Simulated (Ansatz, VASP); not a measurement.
**Two plane-wave programs on BN**

The input INCAR:

```
SYSTEM = BN
PREC     = Accurate       ! precision mode
ENCUT    = 520            ! plane-wave cutoff, eV
EDIFF    = 1E-6           ! SCF threshold, eV
ISMEAR   = 0              ! smearing method
SIGMA    = 0.05           ! smearing width, eV
LREAL    = .FALSE.        ! projectors in reciprocal space
LASPH    = .TRUE.         ! aspherical terms in the spheres
NELM     = 60             ! most SCF steps
ALGO     = Normal         ! electronic algorithm
ISIF     = 2              ! what is computed and relaxed
LWAVE    = .FALSE.        ! write WAVECAR
LCHARG   = .FALSE.        ! write CHGCAR
GGA      = PS             ! functional
NBANDS   = 16             ! bands
```

KPOINTS

```
Automatic mesh
0
G
  12 12 4
  0 0 0
```

The input POSCAR:

```
BN
1.0
    2.5013800956      0.0000000000      0.0000000000
   -1.2506900478      2.1662587073      0.0000000000
    0.0000000000      0.0000000000      7.5546681647
B N
2 2
Direct
    0.3333333333      0.6666666667      0.2500000000
    0.6666666667      0.3333333333      0.7500000000
    0.3333333333      0.6666666667      0.7500000000
    0.6666666667      0.3333333333      0.2500000000
```

Input for Ansatz:

```yaml
crystal:
  lattice:
    - [2.5013800956, 0.0, 0.0]
    - [-1.2506900478, 2.1662587073, 0.0]
    - [0.0, 0.0, 7.5546681647]
  atoms:
    - { symbol: B, position: [0.3333333333, 0.6666666667, 0.25] }
    - { symbol: B, position: [0.6666666667, 0.3333333333, 0.75] }
    - { symbol: "N", position: [0.3333333333, 0.6666666667, 0.75] }
    - { symbol: "N", position: [0.6666666667, 0.3333333333, 0.25] }
basis:
  ecutwfc: 520.0
kpoints:
  mp_grid: { grid: [12, 12, 4] }
hamiltonian:
  xc: pbesol
  pseudopotentials: { kind: paw, azcp: { folder: soft_1 } }
scf:
  occupations: { method: gaussian, width: 0.05 }
output:
  forces: true
  stress: true
  eigenvalues: true
```

Alike in both runs: task single point; functional PBEsol; k mesh 12 × 12 × 4; occupations gaussian, width 0.05 eV; no spin polarisation.

|  | VASP | Ansatz |
| --- | --- | --- |
| version | VASP 6.6.1 | Ansatz 0.2.0 |
| potentials or method | VASP PAW PBE potentials, release 64 (B, N) | scalar-relativistic, plane waves, PAW |
| plane-wave cutoff (eV) | 520 | 520 |
| valence electrons in the cell | 16 | 16 |

|  | VASP | Ansatz | Ansatz less VASP |
| --- | --- | --- | --- |
| gap on the k mesh at the Fermi level (eV) | 4.39 | 4.39 | +0.007 |
| least direct gap on the mesh (eV) | 4.62 | 4.62 | +0.003 |
| pressure (GPa) | 0.9 | 0.5 | -0.41 |
| largest component of the traceless stress (GPa) | 1.30 | 0.77 | -0.532 |

Ansatz warned: «pseudo_functional_mismatch».

Caveats: the PAW data sets were made with another functional, which shifts forces and pressure a little (VASP); this functional lacks dispersion, which binds the layers, so the pressure and a relaxed spacing across them are unreliable. A k mesh can miss the band edges.
